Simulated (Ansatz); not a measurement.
# Si: response to strain

Si is deformed so: zz strain of -1 %. What stress and forces result, by LAPW, PAW and all-electron datasets made for the crystal?

Program: Ansatz 0.2.0. Level of theory: DFT PBE, scalar-relativistic. These are calculated values, not measurements.

### 1 The system as given

Symmetry: Imma, No. 74, orthorhombic system. Conventional cell: a = 4.502 Å, b = 4.737 Å, c = 2.550 Å, α = 90.00°, β = 90.00°, γ = 90.00°. Si (site symmetry mm2) has 8 Si at 2.39 to 2.74 Å as nearest neighbours.

Coordinates:

```cif
data_structure
_symmetry_space_group_name_H-M 'P 1'
_symmetry_Int_Tables_number 1
_cell_length_a 3.5075
_cell_length_b 3.5075
_cell_length_c 3.5075
_cell_angle_alpha 100.152
_cell_angle_beta 95.050
_cell_angle_gamma 137.368
_cell_volume 27.19
loop_
_atom_site_label
_atom_site_type_symbol
_atom_site_fract_x
_atom_site_fract_y
_atom_site_fract_z
_atom_site_occupancy
Si1 Si 0.80700 0.55700 0.25000 1
Si2 Si 0.19300 0.44300 0.75000 1
```

Atoms are numbered in the order of the input: Si1, Si2.

### 2 The deformed structure

Space group Imma before, Imma after.

### 3 All-electron LAPW

input.yaml reads:

```yaml
crystal:
  lattice:
    - [-2.251, 2.3685, 1.26225]
    - [2.251, -2.3685, 1.26225]
    - [2.251, 2.3685, -1.26225]
  atoms:
    - { symbol: Si, position: [0.807, 0.557, 0.25] }
    - { symbol: Si, position: [0.193, 0.443, 0.75] }
kpoints:
  mp_grid: { grid: [16, 16, 16] }
  band_path:
    path:
      - [0.0, 0.0, 0.0]
      - [0.5, -0.5, 0.5]
      - [0.4758105458, -0.4758105458, 0.5241894542]
      - [-0.4758105458, 0.4758105458, 0.4758105458]
      - [0.0, 0.0, 0.0]
      - [0.3210041919, 0.3210041919, -0.3210041919]
      - [0.6789958081, -0.3210041919, 0.3210041919]
      - [0.5, -0.5, 0.5]
      - [0.0, 0.0, 0.0]
    npoints: 5
scf:
  occupations: { method: fermi_dirac, width: 0.05 }
hamiltonian:
  xc: pbe
  pseudopotentials: { kind: all_electron, lapw: { basis_error: 0.0005 } }
output:
  forces: true
  stress: true
  eigenvalues: true
```

Launch:

```bash
$ ansatz run input.yaml --threads 1 --pin off --max-ram 3072MiB --backend cpu --events-out ev --progress --plain --runs-dir out
```

### 4 PAW on the default files

input.yaml reads:

```yaml
crystal:
  lattice:
    - [-2.251, 2.3685, 1.26225]
    - [2.251, -2.3685, 1.26225]
    - [2.251, 2.3685, -1.26225]
  atoms:
    - { symbol: Si, position: [0.807, 0.557, 0.25] }
    - { symbol: Si, position: [0.193, 0.443, 0.75] }
kpoints:
  mp_grid: { grid: [16, 16, 16] }
scf:
  occupations: { method: fermi_dirac, width: 0.05 }
hamiltonian:
  xc: pbe
  pseudopotentials: { kind: paw }
output:
  forces: true
  stress: true
  eigenvalues: true
  efg: { contact_densities: true }
```

### 5 Datasets made for this crystal

input.yaml, as its differences from that of step 4:

```diff
@@ -14,3 +14,3 @@
   xc: pbe
-  pseudopotentials: { kind: paw }
+  pseudopotentials: { kind: all_electron, datasets: crystal }
 output:
```

(Steps that only read results are left out.)

Q: Predict the outcome of this session. Wanted: pressure; largest shear or deviatoric stress.

The runs gave:

| quantity | value |
| --- | --- |
| pressure | LAPW 17.44, PAW 17.46, crystal datasets 17.44 GPa |
| largest shear or deviatoric stress (LAPW) | 0.94 GPa |

What this shows: The largest part of the stress beyond the pressure is 0.94 GPa in size, in the xx component; the atoms are carried along and not relaxed. No run of the undeformed cell stands beside it, so the pressure holds what the given cell had before the change. PAW: stress within 0.04 GPa of LAPW. Crystal datasets: stress within 0.01 GPa of LAPW.
